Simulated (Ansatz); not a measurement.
The system is Cu.

```
Cu
1.0
     0.00000    1.80750    1.80750
     1.80750    0.00000    1.80750
     1.80750    1.80750    0.00000
Cu
1
Cartesian
  0.0000 0.0000 0.0000
```

Base run:

```yaml
Program: Ansatz 0.2.0
Functional: LDA
Potentials_or_basis: Ansatz PAW
Cutoff: "420 eV (not typed: the program's choice for these potentials)"
k_mesh: 13 × 13 × 13
Occupations: gaussian, width 0.02 eV
Spin: no spin polarisation
```

Its results: band gap on the k mesh none (metal or under the smearing width); pressure -12.6 GPa.

Q: The run is repeated on the same cell with these changes: functional from LDA to RPBE. What comes out?

A: Band gap on the k mesh none (metal or under the smearing width); pressure 6.6 GPa.

RPBE binds less tightly than LDA, so the same cell stands under more pressure.

Caveats: the PAW data sets come from PBE, with cores solved anew for the run's functional, which leaves a small shift of forces and pressure.
